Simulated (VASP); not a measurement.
# Cu (Fm-3m) in VASP: settings compared

The runs below take Cu through density of states, band structure, with PBEsol0, SCAN+D3, vdW-DF, PBE.

Program: VASP 6.6.1. These are calculated values, not measurements. Logs are shortened: lines on timing, memory, paths and dates and some standing lists are left out, and cuts for length are marked.

## (1) The crystal as given

Symmetry: Fm-3m, No. 225, cubic system. The conventional cell has a = 3.615 Å, b = 3.615 Å, c = 3.615 Å, α = 90.00°, β = 90.00°, γ = 90.00°. Cu (site symmetry m-3m) is surrounded by 12 Cu at 2.56 Å.

## (2) Density of states, PBEsol0

POSCAR

```
Cu
1.0
    0.0000000000      1.8075000000      1.8075000000
    1.8075000000      0.0000000000      1.8075000000
    1.8075000000      1.8075000000      0.0000000000
Cu
1
Cartesian
    0.0000000000      0.0000000000      0.0000000000
```

INCAR.step1

```
SYSTEM = Cu
ALGO     = Normal         ! electronic algorithm
EDIFF    = 1E-5           ! SCF threshold, eV
ENCUT    = 520            ! plane-wave cutoff, eV
GGA      = PE             ! functional
ISIF     = 2              ! what is computed and relaxed
ISMEAR   = -1             ! smearing method
LASPH    = .TRUE.         ! aspherical terms in the spheres
LCHARG   = .FALSE.        ! write CHGCAR
LMAXMIX  = 4              ! l up to which the mixer works
LREAL    = .FALSE.        ! projectors in reciprocal space
LWAVE    = .TRUE.         ! write WAVECAR
NBANDS   = 12             ! bands
NELM     = 80             ! most SCF steps
PREC     = Accurate       ! precision mode
SIGMA    = 0.02           ! smearing width, eV
```

INCAR.step2

```
SYSTEM = Cu
AEXX     = 0.25           ! exact-exchange fraction
ALGO     = Normal         ! electronic algorithm
EDIFF    = 1E-6           ! SCF threshold, eV
ENCUT    = 520            ! plane-wave cutoff, eV
GGA      = PS             ! functional
HFRCUT   = -1           
ISIF     = 2              ! what is computed and relaxed
ISMEAR   = -5             ! smearing method
ISTART   = 1            
LASPH    = .TRUE.         ! aspherical terms in the spheres
LCHARG   = .FALSE.        ! write CHGCAR
LHFCALC  = .TRUE.         ! exact exchange
LMAXMIX  = 4              ! l up to which the mixer works
LORBIT   = 10             ! projections on sites
LREAL    = .FALSE.        ! projectors in reciprocal space
LWAVE    = .FALSE.        ! write WAVECAR
NBANDS   = 12             ! bands
NEDOS    = 2001           ! points of the DOS
NELM     = 80             ! most SCF steps
PREC     = Accurate       ! precision mode
PRECFOCK = Fast         
SIGMA    = 0.02           ! smearing width, eV
```

KPOINTS

```
k-points
0
G
  7 7 7
  0 0 0
```

Potentials or basis: VASP PAW PBE potentials, release 64 (Cu).

On the command line:

```console
> cat potpaw_PBE.64/Cu/POTCAR > POTCAR
> cp INCAR.step1 INCAR
> mpirun -np 1 vasp_std > vasp.out
> cp INCAR.step2 INCAR
> mpirun -np 1 vasp_std > vasp.out
```

OUTCAR:

```text
SYSTEM = Cu
   AEXX = 0.25
   EDIFF = 1E-6
   ENCUT = 520
   GGA = PS
   ISIF = 2
   ISMEAR = -5
   ISTART = 1
   LASPH = .TRUE.
   LHFCALC = .TRUE.
   LORBIT = 10
   LREAL = .FALSE.
   NELM = 80
   PREC = Accurate
   PRECFOCK = Fast

 ion  position               nearest neighbor table
   1  0.000  0.000  0.000-

  LATTYP: Found a face centered cubic cell.
 ALAT       =     3.6150000000

  Lattice vectors:

 A1 = (   0.0000000000,   1.8075000000,   1.8075000000)
 A2 = (   1.8075000000,   0.0000000000,   1.8075000000)
 A3 = (   1.8075000000,   1.8075000000,   0.0000000000)

Analysis of symmetry for initial positions (statically):
=====================================================================
 Subroutine PRICEL returns:
 Original cell was already a primitive cell.

 Routine SETGRP: Setting up the symmetry group for a
 face centered cubic supercell.

 Subroutine GETGRP returns: Found 48 space group operations
 (whereof 48 operations were pure point group operations)
 out of a pool of 48 trial point group operations.

The static configuration has the point symmetry O_h .

Analysis of symmetry for dynamics (positions and initial velocities):
=====================================================================
 Subroutine PRICEL returns:
 Original cell was already a primitive cell.

 Routine SETGRP: Setting up the symmetry group for a
 face centered cubic supercell.

 Subroutine GETGRP returns: Found 48 space group operations
 (whereof 48 operations were pure point group operations)
 out of a pool of 48 trial point group operations.

The dynamic configuration has the point symmetry O_h .

 Subroutine INISYM returns: Found 48 space group operations
 (whereof 48 operations are pure point group operations),
 and found     1 'primitive' translations

----------------------------------------------------------------------------------------

                                     Primitive cell

  volume of cell :      11.8104

  direct lattice vectors                    reciprocal lattice vectors
     0.000000000  1.807500000  1.807500000    -0.276625173  0.276625173  0.276625173
     1.807500000  0.000000000  1.807500000     0.276625173 -0.276625173  0.276625173
     1.807500000  1.807500000  0.000000000     0.276625173  0.276625173 -0.276625173

  length of vectors
     2.556191014  2.556191014  2.556191014     0.479128854  0.479128854  0.479128854

  position of ions in fractional coordinates (direct lattice)
     0.000000000  0.000000000  0.000000000

  ion indices of the primitive-cell ions
   primitive index   ion index
                 1           1

----------------------------------------------------------------------------------------

 KPOINTS: k-points

Automatic generation of k-mesh.
 Grid dimensions read from file:
 generate k-points for:    7    7    7

 Generating k-lattice:

  Cartesian coordinates                     Fractional coordinates (reciprocal lattice)
    -0.039517882  0.039517882  0.039517882     0.142857143  0.000000000  0.000000000
     0.039517882 -0.039517882  0.039517882     0.000000000  0.142857143  0.000000000
     0.039517882  0.039517882 -0.039517882     0.000000000  0.000000000  0.142857143

  Length of vectors
     0.068446979  0.068446979  0.068446979

  Shift w.r.t. Gamma in fractional coordinates (k-lattice)
     0.000000000  0.000000000  0.000000000

 TETIRR: Found     58 inequivalent tetrahedra from     2058

 Subroutine IBZKPT returns following result:
 ===========================================

[... 64 lines left out ...]
  Fermi-wavevector in a.u.,A,eV,Ry     =   1.598763  3.021224 34.777078  2.556043
  Thomas-Fermi vector in A             =   2.696162
   LORBIT       =     10    0 simple, 1 ext, 2 COOP (PROOUT), +10 PAW based schemes
   GGA     = PS    functional components
   LHFCALC =     T    Hartree Fock is set to
   PRECFOCK=fast      Normal, Fast or Accurate (Low or Medium for compatibility)
   ENCUT4O =  -1.0   cutoff for four orbital integrals eV
   NKREDX  =     1    reduce k-point grid by
   NKREDY  =     1    reduce k-point grid by
   NKREDZ  =     1    reduce k-point grid by
   AEXX    =    0.2500 exact exchange contribution
   HFSCREEN=    0.0000 screening length (either q_TF or 0.3 A-1)
   HFSCREENC=   0.0000 screening length for correlation (either q_TF or 0.3 A-1)
   ENCUTFOCK=  -1.0 apply spherical cutoff to Coloumb kernel
   IVDW    =     0    specifies the selected vdW correction
   LEPSILON=     F    determine dielectric tensor
   LRPA    =     F    only Hartree local field effects (RPA)
 non-spin polarized calculation
 Fermi weights with tetrahedron method with Bloechl corrections
  energy-cutoff  :      520.00
  volume of cell :       11.81
 maximum number of plane-waves:       331
  NGX = 12; NGY = 12; NGZ = 12

 number of electron      11.0000002 magnetization

 Free energy of the ion-electron system (eV)
  ---------------------------------------------------
  ext. energy  EPLUGINS =         0.00000000
  ---------------------------------------------------
  free energy    TOTEN  =        -4.24471957 eV

  energy without entropy =       -4.24471957  energy(sigma->0) =       -4.24471957

 E-fermi :   7.2058     XC(G=0): -10.0546

 val. band max:        6.1971329382   @ k =   0.4286   0.2857   0.0000
 cond. band min:       7.7692884931   @ k =   0.4286   0.4286   0.0000
 fundamental gap:      1.5721555549
 Fermi energy:         7.2057615606

 k-point     1 :       0.0000    0.0000    0.0000
  band No.  band energies     occupation
      1      -3.5361      2.00000
      2       2.3178      2.00000
      3       2.3178      2.00000
      4       2.3178      2.00000
      5       3.1410      2.00000
      6       3.1410      2.00000
      7      31.3813      0.00000
      8      34.3591      0.00000
      9      34.3591      0.00000
     10      34.3591      0.00000
     11      36.9978      0.00000
     12      36.9978      0.00000
[... 271 lines left out ...]
 k-point    20 :      -0.2857    0.4286    0.1429
  band No.  band energies     occupation
      1       1.1818      2.00000
      2       1.5556      2.00000
      3       2.1670      2.00000
      4       3.1722      2.00000
      5       3.9641      2.00000
      6      13.3590      0.00000
      7      13.9315      0.00000
      8      16.9509      0.00000
      9      20.4844      0.00000
     10      33.3757      0.00000
     11      39.7402      0.00000
     12      40.1477      0.00000

------------------------ aborting loop because EDIFF is reached ----------------------------------------

 total charge

# of ion       s       p       d       tot
------------------------------------------
    1        0.438   0.357   9.281  10.077

  FORCE on cell =-STRESS in cart. coord.  units (eV):
  Direction    XX          YY          ZZ          XY          YZ          ZX
  --------------------------------------------------------------------------------------
  -------------------------------------------------------------------------------------
  Total       -0.3128105     -0.3128105     -0.3128105     -0.0000000     -0.0000000      0.0000000
  in kB      -42.4352765    -42.4352765    -42.4352765     -0.0000000     -0.0000000      0.0000000
  external PRESSURE =     -42.4352765 kB  Pullay stress =       0.0000000 kB

 VOLUME and BASIS-vectors are now :
 -----------------------------------------------------------------------------
  energy-cutoff  :      520.00
  volume of cell :       11.81
      direct lattice vectors                 reciprocal lattice vectors
     0.000000000  1.807500000  1.807500000    -0.276625173  0.276625173  0.276625173
     1.807500000  0.000000000  1.807500000     0.276625173 -0.276625173  0.276625173
     1.807500000  1.807500000  0.000000000     0.276625173  0.276625173 -0.276625173

  length of vectors
     2.556191014  2.556191014  2.556191014     0.479128854  0.479128854  0.479128854

 FORCES acting on ions
    electron-ion (+dipol)            ewald-force                    non-local-force                 convergence-correction
 -----------------------------------------------------------------------------------------------
   0.437E-09 -.458E-09 -.364E-09   0.243E-14 0.802E-15 0.318E-15   0.000E+00 0.129E-25 0.000E+00   -.977E-09 -.337E-08 -.327E-08
 -----------------------------------------------------------------------------------------------
   0.437E-09 -.458E-09 -.364E-09   0.243E-14 0.802E-15 0.318E-15   0.000E+00 0.129E-25 0.000E+00   -.977E-09 -.337E-08 -.327E-08

 POSITION                                       TOTAL-FORCE (eV/Angst)
 -----------------------------------------------------------------------------------
      0.00000      0.00000      0.00000         0.000000      0.000000     -0.000000
 -----------------------------------------------------------------------------------
    total drift:                               -0.000000     -0.000000     -0.000000

--------------------------------------------------------------------------------------------------------

  FREE ENERGIE OF THE ION-ELECTRON SYSTEM (eV)
  ---------------------------------------------------
  free  energy   TOTEN  =        -4.2447195716 eV

  energy  without entropy=       -4.2447195716  energy(sigma->0) =       -4.24471957

--------------------------------------------------------------------------------------------------------

--------------------------------------------------------------------------------------------------------

 -----------------------------------------------------------------------------
|                                                                             |
|           W    W    AA    RRRRR   N    N  II  N    N   GGGG   !!!           |
|           W    W   A  A   R    R  NN   N  II  NN   N  G    G  !!!           |
|           W    W  A    A  R    R  N N  N  II  N N  N  G       !!!           |
|           W WW W  AAAAAA  RRRRR   N  N N  II  N  N N  G  GGG   !            |
|           WW  WW  A    A  R   R   N   NN  II  N   NN  G    G                |
|           W    W  A    A  R    R  N    N  II  N    N   GGGG   !!!           |
|                                                                             |
|     Tetrahedron method does not include variations of the Fermi             |
|     occupations, so forces and stress will be inaccurate. We suggest        |
|     using a different smearing scheme ISMEAR = 1 or 2 for metals in         |
|     relaxations.                                                            |
|                                                                             |
 -----------------------------------------------------------------------------

 total charge

# of ion       s       p       d       tot
------------------------------------------
    1        0.438   0.357   9.281  10.077

 BZINTS: Fermi energy:    7.205762;   11.000000 electrons
         Band energy: 0.271179E+02;  BLOECHL correction:   -0.250119

=======================================================================
```

It took 4 min on 1 thread of Intel Xeon 6975P-C (Granite Rapids), shared host; peak memory 0.12 GiB.

Results:

```
Free energy                                           : -4.2447 eV
Pressure                                              : -4.2 GPa
Band gap on the k mesh                                : none (metal or under the smearing width)
Valence electrons inside the program's atomic spheres : Cu 10.08
```

States per cell in windows of 1 eV (zero at the Fermi level; states under -8 eV left out):
```tsv
from (eV)	total	Cu1_d	Cu1_p	Cu1_s
-8.0	0.26	0.08	0.02	0.08
-7.0	1.56	1.12	0.06	0.14
-6.0	2.25	1.97	0.07	0.02
-5.0	3.40	3.13	0.07	0.02
-4.0	2.70	2.63	0.02	0.01
-3.0	0.25	0.18	0.03	0.02
-2.0	0.20	0.10	0.04	0.02
-1.0	0.20	0.08	0.05	0.02
0.0	0.21	0.08	0.06	0.02
1.0	0.24	0.07	0.07	0.02
2.0	0.20	0.05	0.07	0.02
3.0	0.18	0.04	0.07	0.02
4.0	0.11	0.03	0.04	0.01
5.0	0.11	0.03	0.02	0.03
6.0	0.25	0.06	0.06	0.06
7.0	0.35	0.08	0.10	0.07
```

Caveat: the k mesh is coarse (spacing up to 0.43 Å⁻¹), so the values aren't converged, least of all with exact exchange; the PAW data sets were made with another functional, which shifts forces and pressure a little; tetrahedron occupations give inexact forces and stress in metals.

## (3) Band structure, SCAN+D3 (cell strained at random at fixed volume)

INCAR

```
SYSTEM = Cu
ALGO     = Normal         ! electronic algorithm
EDIFF    = 1E-6           ! SCF threshold, eV
ENCUT    = 520            ! plane-wave cutoff, eV
ISIF     = 2              ! what is computed and relaxed
ISMEAR   = 0              ! smearing method
IVDW     = 11             ! dispersion correction
LASPH    = .True.         ! aspherical terms in the spheres
LCHARG   = .False.        ! write CHGCAR
LMAXMIX  = 4              ! l up to which the mixer works
LMIXTAU  = .True.       
LREAL    = .False.        ! projectors in reciprocal space
LWAVE    = .False.        ! write WAVECAR
METAGGA  = SCAN           ! meta-GGA
NELM     = 60             ! most SCF steps
PREC     = Accurate       ! precision mode
SIGMA    = 0.01           ! smearing width, eV
```

KPOINTS

```
k-points
0
Gamma
  13 13 13
  0 0 0
```

POSCAR

```
Cu
1.0
    0.0234990000      1.7841610000      1.9070010000
    1.8351630000      0.0263400000      1.9041600000
    1.7954490000      1.7416060000      0.0660530000
Cu
1
Direct
    0.0009410000      0.0089650000     -0.0263720000
```

KPOINTS_OPT

```
path XGY,LGZ,NGM,RG
20
line-mode
reciprocal
 0.5000000000  0.5000000000  0.5000000000  X
 0.0000000000  0.0000000000  0.0000000000  G

 0.0000000000  0.0000000000  0.0000000000  G
-0.5000000000  0.0000000000  0.0000000000  Y

 0.0000000000  0.5000000000  0.5000000000  L
 0.0000000000  0.0000000000  0.0000000000  G

 0.0000000000  0.0000000000  0.0000000000  G
 0.0000000000 -0.5000000000  0.0000000000  Z

 0.5000000000  0.0000000000  0.5000000000  N
 0.0000000000  0.0000000000  0.0000000000  G

 0.0000000000  0.0000000000  0.0000000000  G
-0.5000000000 -0.5000000000  0.0000000000  M

 0.0000000000  0.0000000000  0.5000000000  R
 0.0000000000  0.0000000000  0.0000000000  G
```

Potentials or basis: VASP PAW PBE potentials, release 64 (Cu_pv).

On the command line:

```console
> cat potpaw_PBE.64/Cu_pv/POTCAR > POTCAR
> mpirun -np 1 vasp_std > vasp.out
```

Wall time 6.7 min (1 thread of Intel Xeon 6975P-C (Granite Rapids), shared host); peak memory 0.33 GiB.

Results (log left out):

```
Free energy                : -15.3130 eV
Pressure                   : -9.7 GPa
Band gap along the path    : none (metal or under the smearing width)
Dispersion energy per atom : -0.163 eV
```

Stress tensor (GPa, compression positive):
```
 -9.46   1.52  -1.67
  1.52  -9.14  -3.45
 -1.67  -3.45 -10.48
```

Levels at the corners of the path, in eV from the Fermi level:
```
point  band 5  band 6  band 7  band 8  band 9  band 10  band 11  band 12
    X   -3.24   -3.07   -1.85   -1.67   -1.39     3.48    22.10    23.29
    Γ   -3.35   -3.11   -2.93   -2.45   -2.18    23.14    25.40    26.35
    Γ   -3.35   -3.11   -2.93   -2.45   -2.18    23.14    25.40    26.35
    Y   -3.43   -2.92   -1.78   -1.66   -1.19     3.81    21.03    22.35
    L   -4.58   -1.81   -1.64   -1.44    1.52     7.45    12.78    14.69
    Γ   -3.35   -3.11   -2.93   -2.45   -2.18    23.14    25.40    26.35
    Γ   -3.35   -3.11   -2.93   -2.45   -2.18    23.14    25.40    26.35
    Z   -3.35   -3.00   -1.84   -1.62   -1.14     3.88    20.92    23.41
    N   -4.62   -1.79   -1.59   -1.47    2.23     8.29    12.11    13.79
    Γ   -3.35   -3.11   -2.93   -2.45   -2.18    23.14    25.40    26.35
    Γ   -3.35   -3.11   -2.93   -2.45   -2.18    23.14    25.40    26.35
    M   -4.57   -1.78   -1.61   -1.52    0.71     6.47    14.37    14.89
    R   -3.41   -3.03   -1.71   -1.62   -0.73     4.51    19.90    22.27
    Γ   -3.35   -3.11   -2.93   -2.45   -2.18    23.14    25.40    26.35
```

Caveat: the PAW data sets were made with another functional, which shifts forces and pressure a little; pairwise dispersion overbinds metals, which lowers pressure and volume.

(Part 1 of 2 ends here.)
